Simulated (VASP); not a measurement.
Computed with PBE GGA, VASP's PBE PAW potentials (set 64) (plane waves; VASP).

VASP input:

**POSCAR**
```
LiI
6.020
  0.0000000000   0.5000000000   0.5000000000
  0.5000000000   0.0000000000   0.5000000000
  0.5000000000   0.5000000000   0.0000000000
Li I
1 1
direct
  0.0000000000   0.0000000000   0.0000000000
  0.5000000000   0.5000000000   0.5000000000
```

KPOINTS:
```
Automatic mesh
0
Gamma
7 7 7
0 0 0
```

INCAR:
```
ISMEAR  =  0   ! Gaussian
SYSTEM  =  LiI
ALGO  =  Normal   ! blocked Davidson
LASPH  =  .TRUE.
SIGMA  =  0.05
NELECT  =  10.1
LWAVE  =  .FALSE.
GGA  =  PE
LMAXMIX  =  4
NELM  =  100   ! most electronic steps
ISIF  =  2   ! forces and stress, cell fixed
EDIFF  =  1E-6   ! SCF stop (eV)
LCHARG  =  .FALSE.
PREC  =  Accurate
ENCUT  =  520
LREAL  =  .FALSE.   ! projection in real space or not
```

POTCAR, in this order: Li_sv I (PBE.64 set). Program: vasp_std.

The run wrote:

OSZICAR:
```
       N       E                     dE             d eps       ncg     rms          rms(c)
DAV:   1     0.398207394915E+02    0.39821E+02   -0.36447E+03   360   0.954E+02
DAV:   2    -0.341806860922E+01   -0.43239E+02   -0.42267E+02   519   0.137E+02
DAV:   3    -0.512529173890E+01   -0.17072E+01   -0.17029E+01   444   0.322E+01
DAV:   4    -0.518606570541E+01   -0.60774E-01   -0.60553E-01   615   0.580E+00
DAV:   5    -0.518640367462E+01   -0.33797E-03   -0.33764E-03   466   0.476E-01    0.279E+00
DAV:   6    -0.516752325911E+01    0.18880E-01   -0.38064E-02   431   0.102E+00    0.175E+00
DAV:   7    -0.517183700834E+01   -0.43137E-02   -0.19537E-02   465   0.917E-01    0.369E-01
DAV:   8    -0.517294058626E+01   -0.11036E-02   -0.24707E-03   470   0.368E-01    0.177E-01
DAV:   9    -0.517312792972E+01   -0.18734E-03   -0.77864E-04   409   0.171E-01    0.101E-01
DAV:  10    -0.517312994601E+01   -0.20163E-05   -0.13317E-04   413   0.837E-02    0.274E-02
DAV:  11    -0.517312970508E+01    0.24093E-06   -0.75291E-06   501   0.210E-02
   1 F= -.51731297E+01 E0= -.51723090E+01  d E =-.164144E-02
```

OUTCAR:
```
------------------------ aborting loop because EDIFF is reached ----------------------------------------
  FORCE on cell =-STRESS in cart. coord.  units (eV):
  Direction    XX          YY          ZZ          XY          YZ          ZX
  --------------------------------------------------------------------------------------
  Total        0.8982432      0.8982432      0.8982432      0.0000000     -0.0000000     -0.0000000
  in kB       26.3860899     26.3860899     26.3860899      0.0000000     -0.0000000     -0.0000000
  external PRESSURE =      26.3860899 kB  Pullay stress =       0.0000000 kB
  volume of cell :       54.54
      direct lattice vectors                 reciprocal lattice vectors
     0.000000000  3.010000000  3.010000000    -0.166112957  0.166112957  0.166112957
     3.010000000  0.000000000  3.010000000     0.166112957 -0.166112957  0.166112957
     3.010000000  3.010000000  0.000000000     0.166112957  0.166112957 -0.166112957
 POSITION                                       TOTAL-FORCE (eV/Angst)
 -----------------------------------------------------------------------------------
      0.00000      0.00000      0.00000        -0.000000      0.000000      0.000000
      3.01000      3.01000      3.01000         0.000000     -0.000000     -0.000000
 -----------------------------------------------------------------------------------
    total drift:                                0.000000     -0.000000      0.000000
  FREE ENERGIE OF THE ION-ELECTRON SYSTEM (eV)
  ---------------------------------------------------
  free  energy   TOTEN  =        -5.1731297051 eV

  energy  without entropy=       -5.1714882609  energy(sigma->0) =       -5.17230898
```
(Selected blocks of OUTCAR.)

**OUTCAR**
```
 val. band max:        6.6231273956   @ k =  -0.4286   0.4286   0.0000

 cond. band min:       6.6276160084   @ k =   0.4286   0.0000   0.0000


 Fermi energy:         6.6255884760

 k-point     1 :       0.0000    0.0000    0.0000
  band No.  band energies     occupation
      1     -43.1760      2.00000
      2      -9.6074      2.00000
      3       2.0280      2.00000
      4       2.0280      2.00000
      5       2.0280      2.00000
      6       6.2447      2.00000
      7      10.2847      0.00000
      8      10.2847      0.00000
      9      10.2847      0.00000

 k-point     2 :       0.1429    0.0000    0.0000
  band No.  band energies     occupation
      1     -43.1759      2.00000
      2      -9.5198      2.00000
      3       1.2541      2.00000
      4       1.9712      2.00000
      5       1.9712      2.00000
      6       6.8366      0.00000
      7       9.7285      0.00000
      8       9.9951      0.00000
      9       9.9952      0.00000

 k-point     3 :       0.2857    0.0000    0.0000
  band No.  band energies     occupation
      1     -43.1759      2.00000
      2      -9.3075      2.00000
      3      -0.0085      2.00000
      4       1.8539      2.00000
      5       1.8539      2.00000
      6       6.9474      0.00000
      7       8.9021      0.00000
      8       8.9022      0.00000
      9      10.5332      0.00000

 k-point     4 :       0.4286    0.0000    0.0000
  band No.  band energies     occupation
      1     -43.1758      2.00000
      2      -9.1189      2.00000
      3      -0.8241      2.00000
      4       1.7687      2.00000
      5       1.7687      2.00000
      6       6.6276      0.95427
      7       8.2935      0.00000
      8       8.2936      0.00000
      9      11.6576      0.00000

 k-point     5 :       0.1429    0.1429    0.0000
  band No.  band energies     occupation
      1     -43.1759      2.00000
      2      -9.4898      2.00000
      3       1.3332      2.00000
...
```

The cell is charged, with a uniform compensating background. Unless said otherwise, spin-orbit coupling is left out, though it shifts the bands of the heavy elements here.

The compound is LiI in the rock salt structure. The cell was not relaxed at this level. The run is one of a series of settings (NELECT = 10.1 against the base run), some of them coarse on purpose.
